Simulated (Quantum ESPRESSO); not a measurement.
Runs of Quantum ESPRESSO 7.5 on BaH2. Symmetry: P6_3/mmc, No. 194, hexagonal system. The conventional cell has a = 4.462 Å, b = 4.462 Å, c = 6.055 Å, α = 90.00°, β = 90.00°, γ = 120.00°. Ba (site symmetry -6m2) is surrounded by 3 H at 2.58 Å. H (site symmetry -3m) has 6 Ba at 2.99 Å and 8 H at 2.99 to 3.03 Å as nearest neighbours. H (site symmetry -6m2) is surrounded by 3 Ba at 2.58 Å. The cell comes from a database or a generator and needn't be the stable form of this composition.

| task | level | potentials or basis | k mesh | cutoff (eV) | SCF threshold | form of the LDA correlation | symmetry | gap on the mesh (eV) | pressure (GPa) |
| --- | --- | --- | --- | --- | --- | --- | --- | --- | --- |
| single point | PBEsol | GBRV 1.5 PBEsol | 7 × 7 × 5 | 612 | 1.2e-09 Ry | - | - | 1.75 | -2.1 |
| band structure | LDA | GBRV 1.5 LDA | 7 × 7 × 5 | 612 | 1.2e-09 Ry | PZ81 | - | 1.65 | -3.3 |
| band structure | PBEsol | GBRV 1.5 PBEsol | 7 × 7 × 5 | 612 | 1.2e-09 Ry | - | - | 1.75 | -2.1 |
| band structure | r2SCAN | SG15 PBE 1.2 | 5 × 5 × 4 | 952 | 1e-08 Ry | - | off | 2.46 | (a) |

Alike in all rows: no spin polarisation; cell as given; smearing fermi-dirac 0.05 eV.

Q: Fill in the values left out.

A: (a) -0.8.

Caveats: spin-orbit coupling is left out, which moves the levels of the heavy elements; the mesh misses the band edges, which the band path finds closer together (some runs); an odd mesh through Γ misses points on the zone boundary, where band edges often lie (some runs); the potentials were made for another functional, which shifts forces and pressure (some runs).

A k mesh can miss the band edges, and the runs leave out spin-orbit coupling on Ba.
